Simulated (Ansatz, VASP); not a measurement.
## One calculation of Sn, two programs

The input INCAR:

```
SYSTEM = Sn
PREC = Accurate ; ENCUT = 520
EDIFF = 1E-7 ; ISMEAR = 1
SIGMA = 0.1 ; LREAL = .FALSE.
LASPH = .TRUE. ; NELM = 60
ALGO = Fast ; ISIF = 2
LWAVE = .FALSE. ; LCHARG = .TRUE.
GGA = PE ; IVDW = 12
LELF = .TRUE. ; LVHAR = .TRUE.
NBANDS = 13
```

KPOINTS

```
Automatic mesh
0
G
  10 10 10
  0 0 0
```

The input POSCAR:

```
Sn
1.0
   -2.0918300000      2.0352410000      1.6716340000
    2.0717670000     -2.0752320000      1.6959840000
    1.9871210000      1.9705230000     -1.7204980000
Sn
1
Direct
    0.0000000000      0.0000000000      0.0000000000
```

File input.yaml:

```yaml
crystal:
  lattice:
    - [-2.09183, 2.035241, 1.671634]
    - [2.071767, -2.075232, 1.695984]
    - [1.987121, 1.970523, -1.720498]
  atoms:
    - { symbol: Sn, position: [0.0, 0.0, 0.0] }
kpoints:
  mp_grid: { grid: [10, 10, 10] }
  band_path:
    path: [[0.0, -0.5, 0.0], [0.0, 0.0, 0.0], [-0.5, 0.5, 0.0]]
    npoints: 6
scf:
  occupations: { method: methfessel_paxton, width: 0.1 }
hamiltonian:
  xc: pbe
  dispersion: d3bj
  pseudopotentials: { kind: all_electron, lapw: { basis_error: 0.001 } }
output:
  forces: true
  stress: true
  eigenvalues: true
```

Change from the starting cell: cell strained at random at fixed volume.

Alike in both runs: functional PBE; dispersion D3(BJ); k mesh 10 × 10 × 10; occupations methfessel-paxton of order 1, width 0.1 eV; no spin polarisation.

|  | VASP | Ansatz |
| --- | --- | --- |
| version | VASP 6.6.1 | Ansatz 0.2.0 |
| potentials or method | VASP PAW PBE potentials, release 64 (Sn_d) | all-electron LAPW, scalar-relativistic |
| plane-wave cutoff (eV) | 520 | see its input |
| task | single point | band structure |

```tsv
	VASP	Ansatz	Ansatz less VASP
gap on the k mesh at the Fermi level (eV)	none	none	-
pressure (GPa)	-1.3	-1.3	+0.06
largest component of the traceless stress (GPa)	1.66	1.66	-0.004
dispersion energy (meV/atom)	-382.9	-383.0	-0.12
```

A gap of «none» marks a metal or a gap that the smearing closes. Ansatz ran all-electron here, so the differences hold the error of VASP's frozen core and of both bases.

Caveats: pairwise dispersion overbinds metals, which lowers pressure and volume; spin-orbit coupling is left out, which moves the levels of the heavy elements (Ansatz).
